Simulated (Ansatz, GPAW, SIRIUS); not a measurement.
SnTe: 3 runs at one level of theory

```xyz
2
Lattice="0.0000 3.6111 3.6111 3.6111 0.0000 3.6111 3.6111 3.6111 0.0000" Properties=species:S:1:pos:R:3 pbc="T T T"
Te    1.8056    1.8056    1.8056
Sn    0.0000    0.0000    0.0000
```

Measurements of this composition are mostly on another form, of space group No. 225.

Alike in all runs: task single point; functional PBEsol; k mesh 7 × 7 × 7; occupations fermi-dirac, width 0.05 eV; no spin polarisation; no spin-orbit coupling. Pressure is positive in compression and, in plane waves, holds the error of the finite cutoff.

```csv
program and potentials,plane-wave cutoff (eV),notes,pressure (GPa)
"GPAW, PAW data sets generated for this functional",600,10 valence electrons an atom on average,-1.50
"SIRIUS, PseudoDojo 0.4.1 PBEsol standard (scalar relativistic)",1102,15 valence electrons an atom on average,?
"Ansatz, all-electron LAPW, scalar-relativistic",-,-,-1.38
```

Estimate from the other rows what the run with SIRIUS, PseudoDojo 0.4.1 PBEsol standard (scalar relativistic) gave.

Pressure -1.37 GPa. The other rows, which needn't bracket it: pressure -1.50 to -1.38.
